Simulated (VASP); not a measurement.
Crystal: Ca.

```
Ca
1.0
    -2.20520    2.20520    2.19611
     2.20520   -2.20520    2.19611
     2.20520    2.20520   -2.19611
Ca
1
Direct
  0.50000 0.50000 0.00000
```

This isn't the form of Ca at room conditions, which is fcc.

- Program: VASP 6.6.1
- Task: single point
- Functional: PBE
- Potentials or basis: VASP PAW PBE potentials, release 64 (Ca_sv)
- Cutoff: 520 eV
- k mesh: 9 × 9 × 9
- Occupations: fermi-dirac, width 0.05 eV
- Spin: no spin polarisation

On this cell: pressure -0.2 GPa; band gap on the k mesh none (metal or under the smearing width).

The same run follows on a disturbed copy (cell strained at random at fixed volume):

```
Ca
1.0
    -2.20381    2.16290    2.16035
     2.21237   -2.21105    2.21730
     2.22688    2.23412   -2.20869
Ca
1
Direct
  0.50653 0.49482 0.99392
```

What does the disturbed cell give?

The energy (extrapolated to zero smearing) moves by +0.5 meV/atom; pressure -0.2 GPa; band gap on the k mesh none (metal or under the smearing width).

Stress tensor (GPa, compression positive):
```
-0.16 -0.12 -0.05
-0.12 -0.21  0.21
-0.05  0.21 -0.20
```
